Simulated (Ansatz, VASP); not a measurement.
## Two plane-wave programs on Si

The input INCAR:

```
SYSTEM = Si
PREC = Accurate
ENCUT = 600
EDIFF = 1E-6
ISMEAR = 0
SIGMA = 0.01
LREAL = .FALSE.
LASPH = .TRUE.
NELM = 100
ALGO = Normal
ISIF = 3
LWAVE = .FALSE.
LCHARG = .FALSE.
IBRION = 2
NSW = 80
EDIFFG = -0.001
```

File KPOINTS:

```
Automatic mesh
0
G
  12 12 12
  0 0 0
```

File POSCAR:

```
Si
1.0
    0.0000000000      2.7008305081      2.7008305081
    2.7008305081      0.0000000000      2.7008305081
    2.7008305081      2.7008305081      0.0000000000
Si
2
Direct
    0.5000000000      0.5000000000      0.5000000000
    0.7500000000      0.7500000000      0.7500000000
```

Input for Ansatz:

```yaml
crystal:
  lattice:
    - [0.0, 2.7008305081, 2.7008305081]
    - [2.7008305081, 0.0, 2.7008305081]
    - [2.7008305081, 2.7008305081, 0.0]
  atoms:
    - { symbol: Si, position: [0.5, 0.5, 0.5] }
    - { symbol: Si, position: [0.75, 0.75, 0.75] }
basis:
  ecutwfc: 420
kpoints:
  mp_grid: { grid: [12, 12, 12] }
hamiltonian:
  xc: lda
  pseudopotentials: { kind: paw, azcp: { folder: soft_1 } }
scf:
  occupations: { method: fixed }
output:
  forces: true
  stress: true
  eigenvalues: true
relax:
  adjacent_minimum: "off"
  f_tol: 0.001
  max_steps: 60
  cell: { stress_tol: 0.01 }
```

Alike in both runs: task relaxation of cell and atoms; functional LDA; k mesh 12 × 12 × 12; no spin polarisation.

```csv
,VASP,Ansatz
version,VASP 6.6.1,Ansatz 0.2.0
potentials or method,"VASP PAW LDA potentials, release 64 (Si)","scalar-relativistic, plane waves, PAW"
plane-wave cutoff (eV),600,420
occupations,"gaussian, width 0.01 eV",fixed
valence electrons in the cell,8,8
```

```csv
,VASP,Ansatz,Ansatz less VASP
"gap on the k mesh at the Fermi level, each at its own relaxed structure (eV)",0.44,0.44,+0.002
relaxed volume (Å³/atom),19.72,19.70,-0.014
relaxed cell length with the largest relative difference (Å),3.820,3.820,-0.0009
```

Ansatz warned: «pseudo_functional_mismatch».
